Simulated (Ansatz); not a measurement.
# In2O3: the band gap up the ladder of functionals

The task here is to estimate one member of a computed series from the others.

Code: Ansatz 0.2.0. PAW datasets, plane waves. Calculated at 0 K for a non-magnetic cell.

**The cell**

The cell was relaxed beforehand with r2SCAN.

The symmetry is R-3c (No. 167, trigonal); conventional cell a = 5.508 Å, c = 14.563 Å, 12.75 Å³ an atom. In has 6 O at 2.13–2.26 Å; O has 4 In at 2.13–2.26 Å.

Structure file:

```
CELL_PARAMETERS angstrom
2.75382 1.58992 4.85434
-2.75382 1.58992 4.85434
0.00000 -3.17984 4.85434
ATOMIC_POSITIONS crystal
In 0.85704 0.85704 0.85704
In 0.35704 0.35704 0.35704
In 0.14296 0.14296 0.14296
In 0.64296 0.64296 0.64296
O 0.45339 0.04661 0.75000
O 0.04661 0.75000 0.45339
O 0.54661 0.95339 0.25000
O 0.25000 0.54661 0.95339
O 0.95339 0.25000 0.54661
O 0.75000 0.45339 0.04661
```

Set-up of the first run:

input.yaml

```yaml
crystal:
  lattice:
    - [2.7538208585, 1.5899192139, 4.854340362]
    - [-2.7538208585, 1.5899192139, 4.854340362]
    - [0.0, -3.1798384279, 4.8543403619]
  atoms:
    - { symbol: In, position: [0.8570396372, 0.8570396372, 0.8570396372] }
    - { symbol: In, position: [0.3570396372, 0.3570396372, 0.3570396372] }
    - { symbol: In, position: [0.1429603628, 0.1429603628, 0.1429603628] }
    - { symbol: In, position: [0.6429603628, 0.6429603628, 0.6429603628] }
    - { symbol: O, position: [0.4533861838, 0.0466138162, 0.75] }
    - { symbol: O, position: [0.0466138162, 0.75, 0.4533861838] }
    - { symbol: O, position: [0.5466138162, 0.9533861838, 0.25] }
    - { symbol: O, position: [0.25, 0.5466138162, 0.9533861838] }
    - { symbol: O, position: [0.9533861838, 0.25, 0.5466138162] }
    - { symbol: O, position: [0.75, 0.4533861838, 0.0466138162] }
kpoints:
  mp_grid: { grid: [6, 6, 6] }
  band_path:
    path:
      - [[0.0, 0.0, 0.0], [0.5, 0.5, 0.5], [0.761818124816, 0.238181875184, 0.5]]
      - [[0.5, -0.238181875184, 0.238181875184], [0.5, -1.904344114452e-17, -2.798721388522e-17], [0.0, 0.0, 0.0], [0.369090937592, -0.369090937592, -2.144374300502e-17]]
      - [[0.630909062408, -3.645731391491e-17, 0.369090937592], [0.5, -3.933425396132e-17, 0.5], [0.0, 0.0, 0.0]]
    npoints: 10
hamiltonian:
  xc: pbe
scf:
  occupations: { method: fermi_dirac, width: 0.02 }
  n_extra_bands: 6
output:
  forces: true
  stress: true
  eigenvalues: true
```

Command:

```sh
$ ansatz run input.yaml --threads 2 --pin off --max-ram 20275MiB --backend cpu --events-out ev --progress --plain --runs-dir out
```

Steps of the session up to this table: PBE bands along the symmetry lines; r2SCAN at the same geometry; HSE06 at the same geometry; Single point with PBE+SOC; PBE0.

One table of the session follows, with a row left open; its other results are not shown here.

| level | gap (eV) |
| --- | --- |
| PBE | 1.22 |
| r2SCAN | 1.80 |
| HSE06 | 2.73 |
| PBE+SOC | 1.22 |
| PBE0 | ? |

Q: Estimate the row for PBE0 from the others.

The run gave: gap (eV): 3.42. In the column «gap (eV)» it is the highest.

Meshes: PBE 6×6×6, r2SCAN 6×6×6, HSE06 4×4×4, PBE+SOC 6×6×6, PBE0 4×4×4

In words: PBE gives the least gap, 1.22 eV, and PBE0 the largest, 3.42 eV. Against HSE06, PBE is short by 1.51 eV, at 45 % of it, and r2SCAN 66 %. PBE0 lies 0.69 eV above HSE06, which differs from it by screening the long-range exchange.

Caveats from the session: Warnings in the runs' records: stress exchange threshold loose, stress scf threshold loose.
